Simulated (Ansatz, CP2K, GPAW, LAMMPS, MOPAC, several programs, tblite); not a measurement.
**SiC from cheap methods to r2SCAN**

How much accuracy does each second buy? SiC is computed with 14 methods, from the cheapest up to r2SCAN.

Computed with LAMMPS, MOPAC, CP2K, tblite, Ansatz, GPAW (versions at each run) (no spin polarisation, static lattice; gaps from single points on the cell relaxed beforehand with r²SCAN, unless a step's input says otherwise).

6 further runs of the same task are left out: 6 set aside as unsound or not needed.

### 1 The system as given

It takes space group P6_3mc (No. 186, hexagonal). Conventional cell: a = 3.078 Å, b = 3.078 Å, c = 10.077 Å, α = 90.00°, β = 90.00°, γ = 120.00°. Around Si (site symmetry 3m) lie 4 C at 1.88 to 1.89 Å. Si (site symmetry 3m) has 4 C at 1.89 Å as nearest neighbours. C (site symmetry 3m) is surrounded by 4 Si at 1.89 Å. C (site symmetry 3m) is surrounded by 4 Si at 1.88 to 1.89 Å.

Coordinates:

```cif
data_structure
_symmetry_space_group_name_H-M 'P6_3mc'
_symmetry_Int_Tables_number 186
_cell_length_a 3.0776
_cell_length_b 3.0776
_cell_length_c 10.0767
_cell_angle_alpha 90.000
_cell_angle_beta 90.000
_cell_angle_gamma 120.000
_cell_volume 82.65
loop_
_atom_site_label
_atom_site_type_symbol
_atom_site_symmetry_multiplicity
_atom_site_Wyckoff_symbol
_atom_site_fract_x
_atom_site_fract_y
_atom_site_fract_z
_atom_site_occupancy
Si1 Si 2 a 0.00000 0.00000 0.99986 1
Si2 Si 2 b 0.33333 0.66667 0.24991 1
C1 C 2 a 0.00000 0.00000 0.18728 1
C2 C 2 b 0.33333 0.66667 0.43795 1
```

The structure type (4H polytype) is imposed and need not be the compound's stable one.

**Question.** The methods are SiC.vashishta, SiCGe.tersoff, SiC_Erhart-Albe.tersoff, PM6, PM7, DFTB, GFN1-xTB (tblite), GFN2-xTB (tblite), PBE/DZVP, PBE/SZV, coarse PBE, GLLB-SC, PBE, r2SCAN. What gap does r2SCAN give on this cell, and which other methods (full PBE left aside) come nearest to r2SCAN and farthest in gap, volume and bulk modulus?

| quantity | value |
| --- | --- |
| r2SCAN | gap 2.60 eV, 10.33 Å³/atom, B₀ 228 GPa |
| gap: nearest and farthest of the other methods | GFN2-xTB (tblite) (+0.10 eV), PM7 (+5.07 eV) |
| volume: nearest and farthest of the other methods | SiC.vashishta, SiC_Erhart-Albe.tersoff (about 0.4 % off); GFN1-xTB (tblite) (+9.4 %) |
| bulk modulus: nearest and farthest of the other methods | SiC.vashishta, SiC_Erhart-Albe.tersoff, GFN2-xTB (tblite) (about 3 % off); PM7 (+52 %) |

**Reading.** For the gap, of the 8 methods compared (full PBE left aside), GFN2-xTB (tblite) comes nearest to r2SCAN and PM7 is farthest. For the volume (full PBE left aside), SiC.vashishta, SiC_Erhart-Albe.tersoff tie for nearest to r2SCAN; GFN1-xTB (tblite) is farthest. For the bulk modulus (full PBE left aside), SiC.vashishta, SiC_Erhart-Albe.tersoff, GFN2-xTB (tblite) tie for nearest to r2SCAN; PM7 is farthest. Classical potentials are fitted to lattice constants of common crystals, so a close volume there is built in, not predicted. A minimal basis or a coarse cutoff and mesh shifts results by its own error, so closeness to r2SCAN can be chance. Cluster runs see only the k-points that fold onto the zone centre, so their gaps can miss the band edges. GLLB-SC is compared with its derivative discontinuity added. PM6 ended in an unphysical state and is left out of the comparison. No volume is given for DFTB, coarse PBE, which can hide a larger miss. CPU times run from 0.11 s (SiC.vashishta) to 60 s (PM6). On this cell PM6, PBE/DZVP, GLLB-SC cost more than r2SCAN itself (27 s), so they are no saving here. A cluster method computes far more atoms than the primitive cell, so on a small crystal it can cost more than plane waves. r2SCAN is a yardstick, not the truth: it usually gives gaps below the measured ones.
